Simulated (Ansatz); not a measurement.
# As (Cmce) in Ansatz: a series of runs

The runs below take As through relaxation of cell and atoms, with PBEsol.

All numbers are computed with Ansatz 0.2.0; they aren't measurements. Logs are shortened: lines on timing, memory, paths and dates and some standing lists are left out, and cuts for length are marked.

## Step 1: The crystal as given

It takes space group Cmce (No. 64, orthorhombic). The conventional cell has a = 3.650 Å, b = 11.000 Å, c = 4.470 Å, α = 90.00°, β = 90.00°, γ = 90.00°. Around As (site symmetry m) lie 3 As at 2.48 to 2.49 Å.

This isn't the form of As at room conditions, which is rhombohedral.

## Step 2: Relaxation of cell and atoms, PBEsol

Contents of input.yaml:

```yaml
crystal:
  lattice:
    - [1.825, -5.5, 0.0]
    - [1.825, 5.5, 0.0]
    - [0.0, 0.0, 4.47]
  atoms:
    - { symbol: As, position: [0.39, 0.61, 0.56] }
    - { symbol: As, position: [0.89, 0.11, 0.94] }
    - { symbol: As, position: [0.61, 0.39, 0.44] }
    - { symbol: As, position: [0.11, 0.89, 0.06] }
kpoints:
  mp_grid: { grid: [8, 8, 6] }
scf:
  occupations: { method: fermi_dirac, width: 0.05 }
hamiltonian:
  xc: pbesol
  pseudopotentials: { kind: all_electron, lapw: { basis_error: 0.002 } }
output:
  forces: true
  stress: true
relax:
  f_tol: 0.005
  max_steps: 60
  cell: {}
```

Potentials or basis: all-electron LAPW, scalar-relativistic.

Launch:

```bash
$ ansatz run input.yaml --threads 2 --pin off --max-ram 8192MiB --backend cpu --events-out ev --progress --plain --runs-dir out
```

Standard output:

```text
Warning: RAYON_NUM_THREADS=2 ignored (pool sized by the plan → 2); use --threads N
The last accepted step is kept in <dir> (removed where the run ends without a failure and the disk answers)
LAPW: plane waves up to 8.849 Å⁻¹, error target 2.0e-3 eV per atom; small_component_spin mean_spin; As in spheres of 1.202 Å, 23 of its electrons in bands, Dirac shells [] (how accurate: hamiltonian.pseudopotentials.lapw.basis_error, Limitations)
Engine: ansatz 0.2.0, x86_64-unknown-linux-gnu
Pseudopotentials: kind: all_electron
Pseudopotential: As, LAPW, valence charge 23, lapw/all_electron/scalar/gaussian/As, Koelling and Harmon's equation, gaussian nucleus
Functional definition: PBEsol
  exchange = pbesol_x
  correlation = pbesol_c
Crystal: 4 atoms, lattice volume = 89.735 Å³
Basis set: ecut = 298.35375187400166 eV, 1047 PW (Γ), FFT grids on a1+a2, a2, a3, exchange–correlation at level 2
Bands: 56, of which v1, the nominal top of the filled ones, is band 46 counted from 1 (45 counted from 0)
Symmetry: 8 space group operations
Space group: Cmce (ITA 64), of the structure as read, at distance tolerance 4.5e-5 Å
k-points: 84 of 384
Non-local potential: As, projectors of the file, none
Initial density: superposition of atomic densities (chi_scale 0.1, normalization cell)
Initial wavefunctions: plane waves of lowest kinetic energy (no species holds an atomic orbital)
Functional: x = pbesol(κ = 0.804, μ = 0.12345679012345678), c = pbesol(β = 0.046)
iter 1 solved again at ethr=3.13e-4 eV; its pass at ethr=1.00e-1 eV (dr2=2.88e-1 eV) is discarded
SCF iter   1: F=—  HF=-245923.209561 eV  |F-HF|=—  |Δ(HF+E_count)|=         —  Δρ=2.10e-2  dr2=2.90e-1  ethr=3.13e-4  ⟨swp⟩=3.0  Hψ=29150  notcnv=0
preconditioner: auto → Kerker (q_TF=auto, 2.740 Å⁻¹)  [metal: Δε(μ)=0.067 eV  Ē_g=11.141 eV  σ=0.050 eV  W_gap=0.32  n_scr=30 (ndim 8)  ℏωp=17.5 eV  f_vac=0.015  D(μ)=0.30/eV (n_scr^D=0)]
SCF iter   2: F=—  HF=-245923.168177 eV  |F-HF|=—  |Δ(HF+E_count)|=   4.14e-2  Δρ=1.39e-2  dr2=1.54e-1  ethr=3.13e-4  ⟨swp⟩=2.0  Hψ=12952  notcnv=0
SCF iter   3: F=—  HF=-245923.143717 eV  |F-HF|=—  |Δ(HF+E_count)|=   2.45e-2  Δρ=3.47e-3  dr2=1.61e-2  ethr=1.67e-4  ⟨swp⟩=2.0  Hψ=13770  notcnv=0
SCF iter   4: F=—  HF=-245923.136655 eV  |F-HF|=—  |Δ(HF+E_count)|=   7.06e-3  Δρ=1.71e-3  dr2=4.96e-3  ethr=1.75e-5  ⟨swp⟩=2.0  Hψ=12950  notcnv=0
SCF iter   5: F=—  HF=-245923.136831 eV  |F-HF|=—  |Δ(HF+E_count)|=         —  Δρ=7.34e-4  dr2=7.08e-4  ethr=5.39e-6  ⟨swp⟩=2.0  Hψ=12950  notcnv=0
the basis was enlarged: its passes take 198.9 KiB over the memory plan, 2 of 2 planned eigensolver slots
SCF iter   6: F=—  HF=-245923.136824 eV  |F-HF|=—  |Δ(HF+E_count)|=   6.86e-6  Δρ=2.92e-4  dr2=8.52e-5  ethr=7.70e-7  ⟨swp⟩=2.0  Hψ=12950  notcnv=0
SCF iter   7: F=—  HF=-245923.136822 eV  |F-HF|=—  |Δ(HF+E_count)|=   2.76e-6  Δρ=1.10e-4  dr2=1.34e-5  ethr=9.26e-8  ⟨swp⟩=2.0  Hψ=12950  notcnv=0
iter 8 solved again at ethr=1.30e-9 eV; its pass at ethr=1.45e-8 eV (dr2=1.20e-6 eV) is discarded
SCF iter   8: F=—  HF=-245923.136820 eV  |F-HF|=—  |Δ(HF+E_count)|=   1.23e-6  Δρ=2.31e-5  dr2=1.20e-6  ethr=1.30e-9  ⟨swp⟩=2.0  Hψ=22618  notcnv=0
SCF iter   9: F=—  HF=-245923.136820 eV  |F-HF|=—  |Δ(HF+E_count)|=   3.19e-7  Δρ=9.75e-6  dr2=2.50e-7  ethr=1.30e-9  ⟨swp⟩=2.0  Hψ=12952  notcnv=0
SCF iter  10: F=-245923.136820 eV  HF=-245923.136820 eV  |F-HF|=1.91e-8  |Δ(HF+E_count)|=   1.43e-8  Δρ=2.81e-6  dr2=3.02e-8  ethr=2.72e-10  ⟨swp⟩=2.1  Hψ=12956  notcnv=0
SCF 1 converged in 10 iterations: F = -245923.136820 eV  dr2 = 3.02e-8
relax step   1: F+E_penalty+E_count = -245923.13681999 eV  Δ(F+E_penalty+E_count) = +0.000e0 eV  max|allowed force component| = 9.986e-2 eV/Å  Δτ_max = 0.0000 Å  P = -0.278 GPa  Ω = 89.735 Å³  (10 SCF iters, accepted)
Crystal: 4 atoms, lattice volume = 87.953 Å³
Basis set: ecut = 302.36966594767955 eV, 1047 PW (Γ), FFT grids on a1+a2, a2, a3, exchange–correlation at level 2
Initial density: handed on by an earlier stage of this run
Initial wavefunctions: those handed on with the density
iter 1 solved again at ethr=3.81e-6 eV; its pass at ethr=1.00e-1 eV (dr2=3.51e-3 eV) is discarded
SCF iter   1: F=—  HF=-245923.147927 eV  |F-HF|=—  |Δ(HF+E_count)|=         —  Δρ=1.36e-3  dr2=3.13e-3  ethr=3.81e-6  ⟨swp⟩=4.2  Hψ=28830  notcnv=0
preconditioner: auto → Kerker (q_TF=auto, 2.749 Å⁻¹)  [metal: Δε(μ)=0.039 eV  Ē_g=11.166 eV  σ=0.050 eV  W_gap=0.19  n_scr=30 (ndim 8)  ℏωp=17.7 eV  f_vac=0.027  D(μ)=0.34/eV (n_scr^D=0)]
SCF iter   2: F=—  HF=-245923.147685 eV  |F-HF|=—  |Δ(HF+E_count)|=   2.43e-4  Δρ=9.29e-4  dr2=1.73e-3  ethr=3.40e-6  ⟨swp⟩=2.0  Hψ=12950  notcnv=0
iter 3 solved again at ethr=1.01e-7 eV; its pass at ethr=1.88e-6 eV (dr2=9.34e-5 eV) is discarded
SCF iter   3: F=—  HF=-245923.147283 eV  |F-HF|=—  |Δ(HF+E_count)|=   4.02e-4  Δρ=1.84e-4  dr2=9.34e-5  ethr=1.01e-7  ⟨swp⟩=2.0  Hψ=22548  notcnv=0
SCF iter   4: F=—  HF=-245923.147267 eV  |F-HF|=—  |Δ(HF+E_count)|=   1.53e-5  Δρ=6.48e-5  dr2=7.92e-6  ethr=1.01e-7  ⟨swp⟩=2.0  Hψ=12952  notcnv=0
[... 50 lines left out ...]
preconditioner: auto → Kerker (q_TF=auto, 2.756 Å⁻¹)  [metal: Δε(μ)=0.019 eV  Ē_g=11.204 eV  σ=0.050 eV  W_gap=0.09  n_scr=30 (ndim 8)  ℏωp=17.8 eV  f_vac=0.017  D(μ)=0.36/eV (n_scr^D=0)]
SCF iter   2: F=—  HF=-245923.156412 eV  |F-HF|=—  |Δ(HF+E_count)|=   9.09e-5  Δρ=4.88e-4  dr2=3.12e-4  ethr=6.87e-7  ⟨swp⟩=2.0  Hψ=12950  notcnv=0
iter 3 solved again at ethr=3.31e-8 eV; its pass at ethr=3.39e-7 eV (dr2=3.05e-5 eV) is discarded
SCF iter   3: F=—  HF=-245923.156342 eV  |F-HF|=—  |Δ(HF+E_count)|=   7.00e-5  Δρ=1.30e-4  dr2=3.04e-5  ethr=3.31e-8  ⟨swp⟩=2.0  Hψ=22545  notcnv=0
SCF iter   4: F=—  HF=-245923.156339 eV  |F-HF|=—  |Δ(HF+E_count)|=   2.89e-6  Δρ=3.66e-5  dr2=1.79e-6  ethr=3.31e-8  ⟨swp⟩=2.0  Hψ=12954  notcnv=0
SCF iter   5: F=—  HF=-245923.156339 eV  |F-HF|=—  |Δ(HF+E_count)|=   6.84e-8  Δρ=1.50e-5  dr2=3.61e-7  ethr=1.94e-9  ⟨swp⟩=2.0  Hψ=12950  notcnv=0
SCF iter   6: F=—  HF=-245923.156339 eV  |F-HF|=—  |Δ(HF+E_count)|=   8.14e-8  Δρ=5.64e-6  dr2=8.77e-8  ethr=3.93e-10  ⟨swp⟩=2.0  Hψ=12951  notcnv=0
SCF iter   7: F=-245923.156339 eV  HF=-245923.156339 eV  |F-HF|=9.23e-9  |Δ(HF+E_count)|=   1.02e-7  Δρ=3.16e-6  dr2=2.16e-8  ethr=9.53e-11  ⟨swp⟩=2.0  Hψ=12950  notcnv=0
SCF 6 converged in 7 iterations: F = -245923.156339 eV  dr2 = 2.16e-8
relax step   6: F+E_penalty+E_count = -245923.15633933 eV  Δ(F+E_penalty+E_count) = -9.159e-4 eV  max|allowed force component| = 3.029e-3 eV/Å  Δτ_max = 0.0066 Å  P = +0.007 GPa  Ω = 86.570 Å³  (7 SCF iters, accepted)
Crystal: 4 atoms, lattice volume = 86.594 Å³
Basis set: ecut = 305.5254044252972 eV, 1047 PW (Γ), FFT grids on a1+a2, a2, a3, exchange–correlation at level 2
iter 1 solved again at ethr=6.91e-9 eV; its pass at ethr=1.00e-1 eV (dr2=6.35e-6 eV) is discarded
SCF iter   1: F=—  HF=-245923.156362 eV  |F-HF|=—  |Δ(HF+E_count)|=         —  Δρ=5.13e-5  dr2=2.17e-6  ethr=6.91e-9  ⟨swp⟩=5.0  Hψ=28780  notcnv=0
preconditioner: auto → Kerker (q_TF=auto, 2.756 Å⁻¹)  [metal: Δε(μ)=0.006 eV  Ē_g=11.201 eV  σ=0.050 eV  W_gap=0.03  n_scr=30 (ndim 8)  ℏωp=17.8 eV  f_vac=0.018  D(μ)=0.36/eV (n_scr^D=0)]
SCF iter   2: F=—  HF=-245923.156362 eV  |F-HF|=—  |Δ(HF+E_count)|=   2.90e-7  Δρ=3.37e-5  dr2=1.03e-6  ethr=2.36e-9  ⟨swp⟩=2.0  Hψ=12951  notcnv=0
iter 3 solved again at ethr=8.45e-11 eV; its pass at ethr=1.12e-9 eV (dr2=7.78e-8 eV) is discarded
SCF iter   3: F=-245923.156362 eV  HF=-245923.156362 eV  |F-HF|=1.84e-8  |Δ(HF+E_count)|=   2.07e-7  Δρ=7.44e-6  dr2=7.75e-8  ethr=8.45e-11  ⟨swp⟩=2.0  Hψ=22563  notcnv=0
SCF 7 converged in 3 iterations: F = -245923.156362 eV  dr2 = 7.75e-8
relax step   7: F+E_penalty+E_count = -245923.15636163 eV  Δ(F+E_penalty+E_count) = -2.230e-5 eV  max|allowed force component| = 2.301e-4 eV/Å  Δτ_max = 0.0010 Å  P = +0.000 GPa  Ω = 86.594 Å³  (3 SCF iters, accepted)
Basis set: ecut = 305.5254044252972 eV, 1055 PW (Γ), FFT grids on a1+a2, a2, a3, exchange–correlation at level 2
iter 1 solved again at ethr=8.63e-11 eV; its pass at ethr=1.00e-1 eV (dr2=7.94e-8 eV) is discarded
SCF iter   1: F=—  HF=-245923.156575 eV  |F-HF|=—  |Δ(HF+E_count)|=         —  Δρ=1.09e-5  dr2=7.98e-8  ethr=8.63e-11  ⟨swp⟩=5.0  Hψ=34384  notcnv=0  reapply=38
preconditioner: auto → Kerker (q_TF=auto, 2.756 Å⁻¹)  [metal: Δε(μ)=0.007 eV  Ē_g=11.201 eV  σ=0.050 eV  W_gap=0.03  n_scr=30 (ndim 8)  ℏωp=17.8 eV  f_vac=0.019  D(μ)=0.36/eV (n_scr^D=0)]
SCF iter   2: F=-245923.156575 eV  HF=-245923.156575 eV  |F-HF|=5.77e-8  |Δ(HF+E_count)|=   1.84e-7  Δρ=6.91e-6  dr2=4.62e-8  ethr=8.63e-11  ⟨swp⟩=2.0  Hψ=12951  notcnv=0
SCF 8 converged in 2 iterations: F = -245923.156575 eV  dr2 = 4.62e-8
relax step   8: F+E_penalty+E_count = -245923.15657491 eV  Δ(F+E_penalty+E_count) = -2.133e-4 eV  max|allowed force component| = 1.963e-4 eV/Å  Δτ_max = 0.0000 Å  P = -0.000 GPa  Ω = 86.594 Å³  stress off target by 1.57e-2 GPa  SCF on the basis re-selected at this cell (its energy is not comparable with the rows above)  (2 SCF iters)
basis re-selected at this cell: Δ(F+E_penalty+E_count) = -2.133e-4 eV, ΔP = -0.001 GPa vs the last step (what re-selecting the basis moved, after the strain that the cell walked since its last selection, with what the two solves' SCF thresholds leave and, on support functions, any second-order correction that the steps lacked; it is no measure of the basis error at this ecutwfc). This SCF's stress stands 1.57e-2 GPa from its target on what of the cell is left free (relax.cell.stress_tol is 5.00e-2 GPa) and its largest allowed force component is 1.96e-4 eV/Å (relax.f_tol is 5.00e-3 eV/Å): within both
SCF converged after 2 iterations
Free energy (F): -245923.156575 eV
Harris-Foulkes:  -245923.156575 eV  (|F-HF|=5.77e-8)
Internal energy: -245923.153447 eV  (E = F + TS)
E sigma→0 (E₀):  -245923.155011 eV
Entropy (-TS):   -0.003128 eV (-0.782 meV/atom)
Fermi energy:    10.876400 eV
--- Per-component energies (eV) ---
  E_band       = -5129.816428
  E_kinetic    = 251385.754406
  E_xc         = -8951.569371
  E_electrostatic = -488357.338482  (all electrons and nuclei)
  E_smearing   = -0.003128  (= −TS)
  E_closure    = 0.000000  (closes the sum)
  E_atoms      = -245902.898582  (free atoms, spherical and without spin; not in F)
  Σ components = -245923.156575   (vs F -245923.156575, Δ=0.00e0)
  Basis errors (estimates in eV, not in F): energy 8.8e-4 per atom: plane waves 8.3e-4 (4.9e-4 summed), levels above the bands 6.5e-67, relativity 3.5e-8, radial functions 4.9e-5, core shells 6.2e-10; eigenvalues (radial functions only) 3.8e-7; not estimated: angular momenta, meshes, grids; target (lapw.basis_error) 2.0e-3; muffin-tin radii As 1.188 Å
--- Forces (eV/Å), atoms counted from 1 ---
  atom   1  As     0.00000000    -0.00003398     0.00019625
  atom   2  As     0.00000000    -0.00003398    -0.00019625
  atom   3  As     0.00000000     0.00003398    -0.00019625
  atom   4  As     0.00000000     0.00003398     0.00019625
  max |Σ_I F_I| component: 3.47e-18 eV/Å
--- Stress (GPa, compression-positive) ---
        0.015671       0.000000       0.000000
        0.000000      -0.006098       0.000000
        0.000000       0.000000      -0.010454
  P = ⅓ Tr σ = -0.0003 GPa (-0.003 kbar)
--- Relaxed structure (7 steps of the walk, 6 accepted, 1 SCFs on fresh bases) ---
  F+E_penalty+E_count = -245923.15657491 eV   max|allowed force component| = 1.963e-4 eV/Å   (the final SCF, on the basis selected at the relaxed cell)
  cell:  # Å, volume = 86.5943 Å³
    - [1.86998726382436, -5.446336058489496, 2.4605290968622906e-18]
    - [1.86998726382436, 5.446336058489496, 2.4605290968623314e-18]
    - [6.026610993410696e-18, 1.6537077726526685e-32, 4.251246244727793]
  atoms:
    - { symbol: As, position: [0.3880467358101679, 0.611953264189832, 0.5543735321508102] }
    - { symbol: As, position: [0.888046735810168, 0.11195326418983198, 0.9456264678491896] }
    - { symbol: As, position: [0.611953264189832, 0.3880467358101679, 0.4456264678491898] }
    - { symbol: As, position: [0.11195326418983198, 0.888046735810168, 0.054373532150810144] }
```

It took 2.1 min on 2 threads of Intel Xeon 6975P-C (Granite Rapids), shared host; peak memory 0.82 GiB.

What came out:

```yaml
Free_energy: -245923.1566 eV
Relaxed_volume: 21.65 Å³/atom
Relaxed_cell: a = 5.758 Å, b = 5.758 Å, c = 4.251 Å, α = 90.00°, β = 90.00°, γ = 142.10°
Space_group_after_relaxing_to_0.05_Å: Cmce (No. 64)
Energy_gained_by_relaxing: 4.9 meV/atom
Ionic_steps: 7
Pressure_after_relaxing: 0.0 GPa
```

The path:
```csv
step,energy change (eV),largest force (eV/Å),volume (Å³)
1,0.0000,0.1127,89.74
2,-0.0104,0.1228,87.95
3,-0.0154,0.0677,87.29
4,-0.0186,0.0215,86.75
5,-0.0195,0.0035,86.57
6,-0.0195,0.0002,86.59
7,-0.0198,0.0002,86.59
```

Final structure:
```
As
1.0
     1.86999   -5.44634    0.00000
     1.86999    5.44634    0.00000
     0.00000    0.00000    4.25125
As
4
Direct
  0.38805 0.61195 0.55437
  0.88805 0.11195 0.94563
  0.61195 0.38805 0.44563
  0.11195 0.88805 0.05437
```

[end of part 1 of 2]
